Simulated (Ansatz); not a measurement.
## Piezoelectric tensor of BN

All numbers below come from DFT PBEsol, scalar-relativistic, plane waves, PAW (Ansatz). Cutoff 420 eV, 12×12×12 k-points (Γ-centred), fixed occupations. No spin polarisation.

The cell, relaxed at this level:
```
CELL_PARAMETERS angstrom
0.00000 3.56962 2.16780
1.25244 0.00000 2.16780
1.25244 3.56962 0.00000
ATOMIC_POSITIONS crystal
B 0.00007 0.00007 0.99993
N 0.66663 0.66663 0.33337
```

The crystal is built of layers and no dispersion correction was added, so the binding between them is poorly described, and with it their spacing and whatever depends on it.

Question: Give the clamped-ion proper piezoelectric stress tensor e_iJ (C/m², Voigt columns xx yy zz yz xz xy).

Answer:
```
x    0.00  0.00  0.00  0.00 -1.04  0.00
y    0.00  0.00  0.00 -0.03  0.00  0.00
z   -1.03 -0.02  1.04  0.00  0.00  0.00
```
Signs follow the orientation of the cell as given.

This form isn't the usual stable structure of the compound.

Cost: 1 run of about 1.9 core-minutes, on Intel Xeon Platinum 8488C (Sapphire Rapids) (shared hosts).